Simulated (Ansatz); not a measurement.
Relaxing Al$_{18}$N$_{19}$

These are results of DFT PBE, scalar-relativistic, plane waves, PAW (Ansatz 0.2.0), not measurements. Settings: 420 eV cutoff, 2×2×2 k-mesh, shifted by half a step, Gaussian smearing of 0.01 eV, no spin polarisation.

What was changed: N interstitial, charge -1, atoms relaxed at the host's cell.

In a supercell of 37 atoms the defect feels its periodic images.

Spin polarisation was left out.

Command:

```bash
ansatz run input.yaml --threads 4 --pin off --max-ram 10240MiB --backend cpu --events-out ev --progress --plain --runs-dir out
```

Input:

```yaml
crystal:
  lattice:
    - [-4.6953126295, 2.7108400105, 5.0180433211]
    - [0.0, -5.4216800211, 5.0180433211]
    - [4.6953126295, 2.7108400105, 5.0180433211]
  atoms:
    - { symbol: Al, position: [0.3937837727, 0.7176183914, 0.3933093476] }
    - { symbol: Al, position: [0.7171583333, 0.3942781427, 0.3933331471] }
    - { symbol: Al, position: [0.0545304282, 0.7192745595, 0.7183220257] }
    - { symbol: Al, position: [0.0563420006, 0.0591793911, 0.387999333] }
    - { symbol: Al, position: [0.3937995025, 0.394253772, 0.7167040381] }
    - { symbol: Al, position: [0.7188443849, 0.7192836801, 0.0539999201] }
    - { symbol: Al, position: [0.7188237751, 0.0550151771, 0.7183318013] }
    - { symbol: Al, position: [0.0567327974, 0.3932191521, 0.0593742007] }
    - { symbol: Al, position: [0.3876297736, 0.0608994689, 0.0543065503] }
    - { symbol: Al, position: [0.7772959104, 0.7777278686, 0.4455088013] }
    - { symbol: Al, position: [0.1104037213, 0.4440496433, 0.4430867327] }
    - { symbol: Al, position: [0.4459928932, 0.7777360572, 0.7767770076] }
    - { symbol: Al, position: [0.4435779634, 0.110850239, 0.4430958413] }
    - { symbol: Al, position: [0.7772933479, 0.4464338603, 0.7767951644] }
    - { symbol: Al, position: [0.1109066175, 0.7735992525, 0.1047666768] }
    - { symbol: Al, position: [0.1091929851, 0.111303834, 0.777012266] }
    - { symbol: Al, position: [0.4435773992, 0.4440770364, 0.1098912474] }
    - { symbol: Al, position: [0.7822603329, 0.1123392002, 0.1050513818] }
    - { symbol: "N", position: [0.5177911942, 0.8495719148, 0.5172839986] }
    - { symbol: "N", position: [0.8491343354, 0.5182506928, 0.5173110839] }
    - { symbol: "N", position: [0.1869500661, 0.8405181999, 0.8395944166] }
    - { symbol: "N", position: [0.1829358477, 0.1833966571, 0.5172313339] }
    - { symbol: "N", position: [0.517815749, 0.5182696157, 0.8486316545] }
    - { symbol: "N", position: [0.8400883569, 0.8405618796, 0.1864468587] }
    - { symbol: "N", position: [0.840086465, 0.187375096, 0.8396204574] }
    - { symbol: "N", position: [0.1829462902, 0.5181969533, 0.1824568345] }
    - { symbol: "N", position: [0.5176920989, 0.183425275, 0.1824630463] }
    - { symbol: "N", position: [0.5696651502, 0.5701248881, 0.2380646827] }
    - { symbol: "N", position: [0.8990235759, 0.2502315075, 0.2479042188] }
    - { symbol: "N", position: [0.2385659552, 0.5701000179, 0.5691660632] }
    - { symbol: "N", position: [0.2488237617, 0.9022798849, 0.2471268103] }
    - { symbol: "N", position: [0.5696433615, 0.2390249699, 0.5691676647] }
    - { symbol: "N", position: [0.9046247618, 0.5707231191, 0.9040962882] }
    - { symbol: "N", position: [0.9046108179, 0.905087587, 0.5697496177] }
    - { symbol: "N", position: [0.2529168274, 0.2495249413, 0.9026656134] }
    - { symbol: "N", position: [0.5702685398, 0.9050700115, 0.9040892474] }
    - { symbol: "N", position: [0.0513645389, 0.0523084969, 0.058760388] }
  host:
    lattice:
      - [3.1302084196, 0.0, 0.0]
      - [-1.5651042098, 2.7108400105, 0.0]
      - [0.0, 0.0, 5.0180433211]
    atoms:
      - { symbol: Al, position: [0.6666666667, 0.3333333333, 0.4992342259] }
      - { symbol: Al, position: [0.3333333333, 0.6666666667, 0.9992342259] }
      - { symbol: "N", position: [0.6666666667, 0.3333333333, 0.8807657741] }
      - { symbol: "N", position: [0.3333333333, 0.6666666667, 0.3807657741] }
total_charge: -1
basis:
  ecutwfc: 420
  xc_grid: 2
kpoints:
  mp_grid: { grid: [2, 2, 2], shift: [0.5, 0.5, 0.5] }
hamiltonian:
  xc: pbe
scf:
  occupations: { method: gaussian, width: 0.01 }
output:
  forces: true
  stress: false
  eigenvalues: true
  charged_corrections:
    defect_position: [0.06944444, 0.06944444, 0.06944444]
    epsilon: [[8.2951, 0.0, 0.0], [0.0, 8.2951, 0.0], [0.0, 0.0, 9.8367]]
relax:
  adjacent_minimum: "off"
  f_tol: 0.025
  max_steps: 45
```

F is the free energy.

Steps:

```tsv
step	F − F(1) (eV)	largest force component (eV/Å)
1	0.0000	2.124
2	-0.5088	1.170
3	-0.7564	1.455
4	-0.9430	0.587
5	-1.0285	0.424
6	-1.0698	0.256
7	-1.0708	0.351
8	-1.0899	0.307
9	-1.1168	0.596
10	-1.1821	1.074
11	-1.5740	1.975
12	-2.0183	1.400
13	-2.4293	1.145
14	-2.8620	0.997
15	-3.2653	0.690
16	-3.5087	0.569
17	-3.5551	0.620
18	-3.6069	0.484
19	-3.6250	0.942
20	-3.8154	0.632
21	-3.8529	0.100
22	-3.8539	0.051
23	-3.8541	0.003
```

Relaxed structure:

```xyz
37
Lattice="-4.6953 2.7108 5.0180 0.0000 -5.4217 5.0180 4.6953 2.7108 5.0180" Properties=species:S:1:pos:R:3 pbc="T T T"
Al   -0.0105   -1.7677    7.5241
Al   -1.5147    0.9458    7.6232
Al    3.1111   -1.7871    7.5572
Al    1.5873    0.9947    2.6051
Al    1.5335    0.9454    7.5573
Al   -3.1382   -1.7788    7.5513
Al   -0.0423    3.6357    7.3843
Al    0.0240   -1.7478    2.3257
Al   -1.5840    0.9508    2.5333
Al   -1.5720   -0.8450   10.0399
Al    1.5506   -0.8664    4.9933
Al    1.5697   -0.8554   10.0447
Al    0.0078    1.8404    5.0218
Al   -0.0195    1.8548   10.1114
Al    0.0041   -3.5716    5.0057
Al    3.1222    1.8350    5.0934
Al   -1.5654   -0.8532    5.0057
Al   -2.8879    1.9927    5.2215
N    -0.0023   -1.7630    9.4579
N    -1.5694    0.8996    9.5064
N     3.1207   -1.7855    9.4730
N     1.5200    0.9703    4.4883
N     1.5397    0.9529    9.4731
N    -3.1016   -1.7477    9.4482
N    -0.4790    3.3836    9.1214
N    -0.0134   -1.7694    4.3934
N    -1.5387    0.9670    4.4302
N    -1.5751   -0.8569    6.9433
N    -2.9912    1.9331    7.1316
N     1.5536   -0.8646    6.9484
N    -0.0040   -3.5782    6.9433
N    -0.0048    1.8098    6.8894
N    -0.0235    1.7686   12.0400
N    -1.6048   -0.8406   11.9074
N     3.0455    1.8746    7.0220
N     1.5536   -0.8646   11.9564
N     0.2882   -1.5950    0.3050
```

The run converged. The run took 3.1 min on 4 threads of AMD EPYC 7R43 64-Core Processor (Zen 3), on a shared host, peak memory 1.1 GiB.